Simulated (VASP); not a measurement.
# Cu2O (Cuprite) (Pn-3m) in VASP: further runs

The runs below take Cu2O (Cuprite) through relaxation of the atoms, with PBE.

All numbers are computed with VASP 6.6.1; they aren't measurements. Logs are shortened: lines on timing, memory, paths and dates and some standing lists are left out, and cuts for length are marked.

### Step 1. The crystal as given

The structure is cubic, space group Pn-3m (No. 224). The conventional cell has a = 4.284 Å, b = 4.284 Å, c = 4.284 Å, α = 90.00°, β = 90.00°, γ = 90.00°. Cu (site symmetry -3m) is surrounded by 2 O at 1.86 Å. O (site symmetry -43m) is surrounded by 4 Cu at 1.86 Å.

### Step 2. Relaxation of the atoms, PBE

The input, INCAR:

```
PREC     = Accurate       # precision mode
ENCUT    = 300            # plane-wave cutoff, eV
EDIFF    = 1E-7           # SCF threshold, eV
ISMEAR   = 0              # smearing method
SIGMA    = 0.03           # smearing width, eV
LREAL    = False          # projectors in reciprocal space
LASPH    = True           # aspherical terms in the spheres
NELM     = 80             # most SCF steps
ALGO     = Fast           # electronic algorithm
ISIF     = 2              # what is computed and relaxed
LWAVE    = False          # write WAVECAR
LCHARG   = False          # write CHGCAR
GGA      = PE             # functional
IBRION   = 2              # ionic algorithm
NSW      = 40             # ionic steps
EDIFFG   = -0.01          # ionic threshold
KPAR     = 2
```

The input, KPOINTS:

```
Automatic mesh
0
Gamma
  3 3 3
```

The input, POSCAR:

```
Cu2O                                    
1.0
    4.2844703327      0.0000000000     -0.0000000000
    0.0000000000      4.2844703327      0.0000000000
   -0.0000000000      0.0000000000      4.2844703327
  Cu              O             
     4     2
Direct
     0.2500000000000000    0.2500000000000000    0.2500000000000000
     0.2500000000000000    0.7500000000000000    0.7500000000000000
     0.7500000000000000    0.7500000000000000    0.2500000000000000
     0.7500000000000000    0.2500000000000000    0.7500000000000000
     0.0000000000000000    0.0000000000000000    0.0000000000000000
     0.5000000000000000    0.5000000000000000    0.5000000000000000
```

Potentials or basis: VASP PAW PBE potentials, release 64 (Cu, O_s).

Command:

```sh
> cat potpaw_PBE.64/Cu/POTCAR potpaw_PBE.64/O_s/POTCAR > POTCAR
> mpirun -np 2 vasp_std > vasp.out
```

OUTCAR:

```text
PREC = Accurate
   ENCUT = 300
   EDIFF = 1E-7
   ISMEAR = 0
   LREAL = False
   LASPH = True
   NELM = 80
   ISIF = 2
   GGA = PE
   IBRION = 2
   NSW = 40
   EDIFFG = -0.01

 ion  position               nearest neighbor table
   1  0.250  0.250  0.250-   5 1.86   6 1.86
   2  0.250  0.750  0.750-   5 1.86   6 1.86
   3  0.750  0.750  0.250-   5 1.86   6 1.86
   4  0.750  0.250  0.750-   5 1.86   6 1.86
   5  0.000  0.000  0.000-   1 1.86   2 1.86   3 1.86   4 1.86
   6  0.500  0.500  0.500-   1 1.86   2 1.86   3 1.86   4 1.86

  LATTYP: Found a simple cubic cell.
 ALAT       =     4.2844703327

  Lattice vectors:

 A1 = (   4.2844703327,   0.0000000000,   0.0000000000)
 A2 = (   0.0000000000,   4.2844703327,   0.0000000000)
 A3 = (   0.0000000000,   0.0000000000,   4.2844703327)

Analysis of symmetry for initial positions (statically):
=====================================================================
 Subroutine PRICEL returns:
 Original cell was already a primitive cell.

 Routine SETGRP: Setting up the symmetry group for a
 simple cubic supercell.

 Subroutine GETGRP returns: Found 48 space group operations
 (whereof 24 operations were pure point group operations)
 out of a pool of 48 trial point group operations.

The static configuration has the point symmetry T_d .
 The point group associated with its full space group is O_h .

Analysis of symmetry for dynamics (positions and initial velocities):
=====================================================================
 Subroutine PRICEL returns:
 Original cell was already a primitive cell.

 Routine SETGRP: Setting up the symmetry group for a
 simple cubic supercell.

 Subroutine GETGRP returns: Found 48 space group operations
 (whereof 24 operations were pure point group operations)
 out of a pool of 48 trial point group operations.

The dynamic configuration has the point symmetry T_d .
 The point group associated with its full space group is O_h .

 Subroutine INISYM returns: Found 48 space group operations
 (whereof 24 operations are pure point group operations),
 and found     1 'primitive' translations

----------------------------------------------------------------------------------------

                                     Primitive cell

  volume of cell :      78.6487

[... 78 lines left out ...]
   NSW    =     40    number of steps for IOM
   IBRION =      2    ionic relax: 0-MD 1-quasi-New 2-CG
   NFREE  =      1    steps in history (QN), initial steepest desc. (CG)
   ISIF   =      2    stress and relaxation
   ISYM   =      2    0-nonsym 1-usesym 2-fastsym
   POTIM  = 0.5000    time-step for ionic-motion
   TEBEG  =    0.0;   TEEND  =   0.0 temperature during run
   PSTRESS=    0.0 pullay stress
   NELECT =      56.0000    total number of electrons
   NUPDOWN=      -1.0000    fix difference up-down
   EMIN   =  10.00;   EMAX   =-10.00  energy-range for DOS
   EFERMI =   0.00;   METHOD = LEGACY
   ISMEAR =     0;   SIGMA  =   0.03  broadening in eV -4-tet -1-fermi 0-gaus
   EFERMI_NEDOS =   21; number of points for ismear=-14 and -15
   IALGO  =     68    algorithm
   IMIX   =      4    mixing-type and parameters
     AMIX     =   0.40;   BMIX     =  1.00
     AMIX_MAG =   1.60;   BMIX_MAG =  1.00
  volume/ion in A,a.u.               =      13.11        88.46
  Fermi-wavevector in a.u.,A,eV,Ry     =   1.461864  2.762523 29.076289  2.137047
  Thomas-Fermi vector in A             =   2.578145
   LORBIT       =      0    0 simple, 1 ext, 2 COOP (PROOUT), +10 PAW based schemes
   GGA     = PE    functional components
   LHFCALC =     F    Hartree Fock is set to
   AEXX    =    0.0000 exact exchange contribution
   IVDW    =     0    specifies the selected vdW correction
   LEPSILON=     F    determine dielectric tensor
   LRPA    =     F    only Hartree local field effects (RPA)
 conjugate gradient relaxation of ions
 non-spin polarized calculation
 RMM-DIIS sequential band-by-band and
 Gauss-broadening in eV      SIGMA  =   0.03
  energy-cutoff  :      300.00
  volume of cell :       78.65
 maximum number of plane-waves:       940
   NGX = 13   NGY = 13   NGZ = 13

 number of electron      55.9999617 magnetization

 Free energy of the ion-electron system (eV)
  ---------------------------------------------------
  ext. energy  EPLUGINS =         0.00000000
  ---------------------------------------------------
  free energy    TOTEN  =       -27.22910618 eV

  energy without entropy =      -27.22910618  energy(sigma->0) =      -27.22910618

 E-fermi :   4.8993     XC(G=0): -10.9522

 val. band max:        4.7382808213   @ k =   0.0000   0.0000   0.0000
 cond. band min:       5.2419909201   @ k =   0.0000   0.0000   0.0000
 fundamental gap:      0.5037100988
 Fermi energy:         4.8993332678

 k-point     1 :       0.0000    0.0000    0.0000
  band No.  band energies     occupation
      1     -15.2610      2.00000
      2     -14.5605      2.00000
      3      -2.3607      2.00000
      4      -2.3607      2.00000
      5      -2.3607      2.00000
      6      -0.0241      2.00000
[... 133 lines left out ...]
     32       8.8078      0.00000
     33       9.6111      0.00000

------------------------ aborting loop because EDIFF is reached ----------------------------------------

  FORCE on cell =-STRESS in cart. coord.  units (eV):
  Direction    XX          YY          ZZ          XY          YZ          ZX
  --------------------------------------------------------------------------------------
  -------------------------------------------------------------------------------------
  Total        0.1664406      0.1664406      0.1664406      0.0000000      0.0000000     -0.0000000
  in kB        3.3906141      3.3906141      3.3906141      0.0000000      0.0000000     -0.0000000
  external PRESSURE =       3.3906141 kB  Pullay stress =       0.0000000 kB

 VOLUME and BASIS-vectors are now :
 -----------------------------------------------------------------------------
  energy-cutoff  :      300.00
  volume of cell :       78.65
      direct lattice vectors                 reciprocal lattice vectors
     4.284470333  0.000000000  0.000000000     0.233401079  0.000000000  0.000000000
     0.000000000  4.284470333  0.000000000     0.000000000  0.233401079  0.000000000
     0.000000000  0.000000000  4.284470333     0.000000000  0.000000000  0.233401079

 POSITION                                       TOTAL-FORCE (eV/Angst)
 -----------------------------------------------------------------------------------
      1.07112      1.07112      1.07112        -0.000000      0.000000     -0.000000
      1.07112      3.21335      3.21335         0.000000     -0.000000     -0.000000
      3.21335      3.21335      1.07112         0.000000     -0.000000      0.000000
      3.21335      1.07112      3.21335        -0.000000      0.000000      0.000000
      0.00000      0.00000      0.00000        -0.000000      0.000000     -0.000000
      2.14224      2.14224      2.14224         0.000000      0.000000     -0.000000
 -----------------------------------------------------------------------------------
    total drift:                                0.000000     -0.000000     -0.000000

  FREE ENERGIE OF THE ION-ELECTRON SYSTEM (eV)
  ---------------------------------------------------
  free  energy   TOTEN  =       -27.2291061754 eV

  energy  without entropy=      -27.2291061754  energy(sigma->0) =      -27.22910618

 reached required accuracy - stopping structural energy minimisation
```

It took 8.2 s on 2 MPI ranks of Intel Xeon Platinum 8488C (Sapphire Rapids), shared host; peak memory 0.12 GiB.

What came out:

* Free energy: -27.2291 eV
* Band gap on the k mesh: 0.50 eV, direct

Final structure:
```
Cu O
1.0
     4.28447    0.00000    0.00000
     0.00000    4.28447    0.00000
     0.00000    0.00000    4.28447
Cu O
4 2
Direct
  0.25000 0.25000 0.25000
  0.25000 0.75000 0.75000
  0.75000 0.75000 0.25000
  0.75000 0.25000 0.75000
  0.00000 0.00000 0.00000
  0.50000 0.50000 0.50000
```

Levels at points of the mesh, in eV from the valence-band top:
| k point | band 24 | band 25 | band 26 | band 27 | band 28 | band 29 | band 30 | band 31 | band 32 | band 33 |
| --- | --- | --- | --- | --- | --- | --- | --- | --- | --- | --- |
| (0.00, 0.00, 0.00) | -1.54 | -1.54 | 0.00 | 0.00 | 0.00 | 0.50 | 1.30 | 1.30 | 7.84 | 7.84 |

Caveat: the k mesh is coarse (spacing up to 0.49 Å⁻¹), so the values aren't converged; the cutoff is under 1.25 times the usual one of these potentials, so pressure, stress and relaxed cells hold a basis-set (Pulay) error; the relaxation stopped at its first step, so nothing moved.

### Step 3. Relaxation of the atoms, PBE (a relaxed cell with its volume scaled by 1.02)

INCAR is that of step 2.

KPOINTS is that of step 2.

POSCAR, as its differences from that of step 2:

```diff
@@ -2,5 +2,5 @@
 1.0
-    4.2844703327      0.0000000000     -0.0000000000
-    0.0000000000      4.2844703327      0.0000000000
-   -0.0000000000      0.0000000000      4.2844703327
+    4.3128451353      0.0000000000     -0.0000000000
+    0.0000000000      4.3128451353      0.0000000000
+   -0.0000000000      0.0000000000      4.3128451353
   Cu              O
```

Potentials or basis: VASP PAW PBE potentials, release 64 (Cu, O_s).

Command:

```sh
> cat potpaw_PBE.64/Cu/POTCAR potpaw_PBE.64/O_s/POTCAR > POTCAR
> mpirun -np 2 vasp_std > vasp.out
```

OUTCAR:

```text
PREC = Accurate
   ENCUT = 300
   EDIFF = 1E-7
   ISMEAR = 0
   LREAL = False
   LASPH = True
   NELM = 80
   ISIF = 2
   GGA = PE
   IBRION = 2
   NSW = 40
   EDIFFG = -0.01

 ion  position               nearest neighbor table
   1  0.250  0.250  0.250-   5 1.87   6 1.87
   2  0.250  0.750  0.750-   5 1.87   6 1.87
   3  0.750  0.750  0.250-   5 1.87   6 1.87
   4  0.750  0.250  0.750-   5 1.87   6 1.87
   5  0.000  0.000  0.000-   1 1.87   2 1.87   3 1.87   4 1.87
   6  0.500  0.500  0.500-   1 1.87   2 1.87   3 1.87   4 1.87

[... 331 lines left out ...]
  -------------------------------------------------------------------------------------
  Total       -1.0226294     -1.0226294     -1.0226294     -0.0000000      0.0000000     -0.0000000
  in kB      -20.4238344    -20.4238344    -20.4238344     -0.0000000      0.0000000     -0.0000000
  external PRESSURE =     -20.4238344 kB  Pullay stress =       0.0000000 kB

 VOLUME and BASIS-vectors are now :
 -----------------------------------------------------------------------------
  energy-cutoff  :      300.00
  volume of cell :       80.22
      direct lattice vectors                 reciprocal lattice vectors
     4.312845135  0.000000000  0.000000000     0.231865501  0.000000000  0.000000000
     0.000000000  4.312845135  0.000000000     0.000000000  0.231865501  0.000000000
     0.000000000  0.000000000  4.312845135     0.000000000  0.000000000  0.231865501

 POSITION                                       TOTAL-FORCE (eV/Angst)
 -----------------------------------------------------------------------------------
      1.07821      1.07821      1.07821        -0.000000      0.000000     -0.000000
      1.07821      3.23463      3.23463        -0.000000     -0.000000      0.000000
      3.23463      3.23463      1.07821        -0.000000      0.000000      0.000000
      3.23463      1.07821      3.23463         0.000000      0.000000     -0.000000
      0.00000      0.00000      0.00000         0.000000     -0.000000      0.000000
      2.15642      2.15642      2.15642         0.000000     -0.000000      0.000000
 -----------------------------------------------------------------------------------
    total drift:                                0.000000     -0.000000     -0.000000

  FREE ENERGIE OF THE ION-ELECTRON SYSTEM (eV)
  ---------------------------------------------------
  free  energy   TOTEN  =       -27.2395754637 eV

  energy  without entropy=      -27.2395754637  energy(sigma->0) =      -27.23957546

 reached required accuracy - stopping structural energy minimisation
```

OSZICAR:

```text
N       E                     dE             d eps       ncg     rms          rms(c)
DAV:   1     0.423682535659E+03    0.42368E+03   -0.17963E+04   264   0.170E+03
DAV:   2     0.159251544620E+02   -0.40776E+03   -0.39654E+03   264   0.395E+02
DAV:   3    -0.315439856642E+02   -0.47469E+02   -0.46112E+02   316   0.174E+02
DAV:   4    -0.332738502265E+02   -0.17299E+01   -0.17191E+01   366   0.389E+01
DAV:   5    -0.333019296825E+02   -0.28079E-01   -0.28063E-01   374   0.401E+00    0.238E+01
RMM:   6    -0.297233553267E+02    0.35786E+01   -0.59690E+01   275   0.925E+01    0.240E+01
RMM:   7    -0.272204951203E+02    0.25029E+01   -0.16760E+01   271   0.530E+01    0.183E+01
RMM:   8    -0.272821698234E+02   -0.61675E-01   -0.12926E+00   285   0.518E+00    0.106E+01
RMM:   9    -0.272803825692E+02    0.17873E-02   -0.67118E-01   275   0.832E+00    0.168E+00
RMM:  10    -0.272388599821E+02    0.41523E-01   -0.17820E-01   276   0.427E+00    0.400E-01
RMM:  11    -0.272409664701E+02   -0.21065E-02   -0.29795E-02   327   0.981E-01    0.623E-01
RMM:  12    -0.272395368322E+02    0.14296E-02   -0.49512E-03   280   0.507E-01    0.106E-01
RMM:  13    -0.272395793697E+02   -0.42538E-04   -0.65129E-04   282   0.243E-01    0.839E-02
RMM:  14    -0.272395766621E+02    0.27076E-05   -0.27569E-04   289   0.125E-01    0.238E-02
RMM:  15    -0.272395756285E+02    0.10336E-05   -0.53001E-05   288   0.475E-02    0.660E-03
RMM:  16    -0.272395752551E+02    0.37337E-06   -0.98176E-06   302   0.241E-02    0.801E-03
RMM:  17    -0.272395755427E+02   -0.28758E-06   -0.21558E-06   254   0.822E-03    0.183E-03
RMM:  18    -0.272395754637E+02    0.78952E-07   -0.26680E-07   167   0.548E-03
   1 F= -.27239575E+02 E0= -.27239575E+02  d E =-.272396E+02
```

CONTCAR:

```text
Cu2O
   1.00000000000000
     4.3128451352999999    0.0000000000000000    0.0000000000000000
     0.0000000000000000    4.3128451352999999    0.0000000000000000
     0.0000000000000000    0.0000000000000000    4.3128451352999999
  Cu              O
     4     2
Direct
     0.2500000000000000    0.2500000000000000    0.2500000000000000
     0.2500000000000000    0.7500000000000000    0.7500000000000000
     0.7500000000000000    0.7500000000000000    0.2500000000000000
     0.7500000000000000    0.2500000000000000    0.7500000000000000
     0.0000000000000000    0.0000000000000000    0.0000000000000000
     0.5000000000000000    0.5000000000000000    0.5000000000000000

  0.00000000E+00  0.00000000E+00  0.00000000E+00
  0.00000000E+00  0.00000000E+00  0.00000000E+00
  0.00000000E+00  0.00000000E+00  0.00000000E+00
  0.00000000E+00  0.00000000E+00  0.00000000E+00
  0.00000000E+00  0.00000000E+00  0.00000000E+00
  0.00000000E+00  0.00000000E+00  0.00000000E+00
```

Run time: 7.5 s. Hardware: 2 MPI ranks of Intel Xeon Platinum 8488C (Sapphire Rapids), shared host; peak memory 0.12 GiB.

What came out:

* Free energy: -27.2396 eV
* Band gap on the k mesh: 0.46 eV, direct

Final structure:
```yaml
crystal:
  lattice:
    - [4.31285, 0.00000, 0.00000]
    - [0.00000, 4.31285, 0.00000]
    - [0.00000, 0.00000, 4.31285]
  atoms:
    - { symbol: Cu, position: [0.25000, 0.25000, 0.25000] }
    - { symbol: Cu, position: [0.25000, 0.75000, 0.75000] }
    - { symbol: Cu, position: [0.75000, 0.75000, 0.25000] }
    - { symbol: Cu, position: [0.75000, 0.25000, 0.75000] }
    - { symbol: O, position: [0.00000, 0.00000, 0.00000] }
    - { symbol: O, position: [0.50000, 0.50000, 0.50000] }
```

Caveat: the k mesh is coarse (spacing up to 0.49 Å⁻¹), so the values aren't converged; the cutoff is under 1.25 times the usual one of these potentials, so pressure, stress and relaxed cells hold a basis-set (Pulay) error; the relaxation stopped at its first step, so nothing moved.

### Step 4. Relaxation of the atoms, PBE (a relaxed cell with its volume scaled by 1.04)

INCAR is that of step 3.

KPOINTS is that of step 3.

POSCAR, as its differences from that of step 3:

```diff
@@ -2,5 +2,5 @@
 1.0
-    4.3128451353      0.0000000000     -0.0000000000
-    0.0000000000      4.3128451353      0.0000000000
-   -0.0000000000      0.0000000000      4.3128451353
+    4.3408514080      0.0000000000     -0.0000000000
+    0.0000000000      4.3408514080      0.0000000000
+   -0.0000000000      0.0000000000      4.3408514080
   Cu              O
```

Command:

```sh
> cat potpaw_PBE.64/Cu/POTCAR potpaw_PBE.64/O_s/POTCAR > POTCAR
> mpirun -np 2 vasp_std > vasp.out
```

Run time: 10 s. Hardware: 2 MPI ranks of Intel Xeon Platinum 8488C (Sapphire Rapids), shared host; peak memory 0.13 GiB.

The run converged. Its results:

| Quantity | Value |
| --- | --- |
| Free energy | -27.2301 eV |
| Band gap on the k mesh | 0.42 eV, direct |

Final structure:
```xyz
6
Lattice="4.3409 0.0000 0.0000 0.0000 4.3409 0.0000 0.0000 0.0000 4.3409" Properties=species:S:1:pos:R:3 pbc="T T T"
Cu    1.0852    1.0852    1.0852
Cu    1.0852    3.2556    3.2556
Cu    3.2556    3.2556    1.0852
Cu    3.2556    1.0852    3.2556
O     0.0000    0.0000    0.0000
O     2.1704    2.1704    2.1704
```

Levels at points of the mesh, in eV from the valence-band top:
```
           k point  band 26  band 27  band 28  band 29  band 30  band 31
(0.00, 0.00, 0.00)     0.00     0.00     0.00     0.42     1.43     1.43
```

Caveat: the k mesh is coarse (spacing up to 0.48 Å⁻¹), so the values aren't converged; the cutoff is under 1.25 times the usual one of these potentials, so pressure, stress and relaxed cells hold a basis-set (Pulay) error; the relaxation stopped at its first step, so nothing moved.

[end of part 1 of 2]
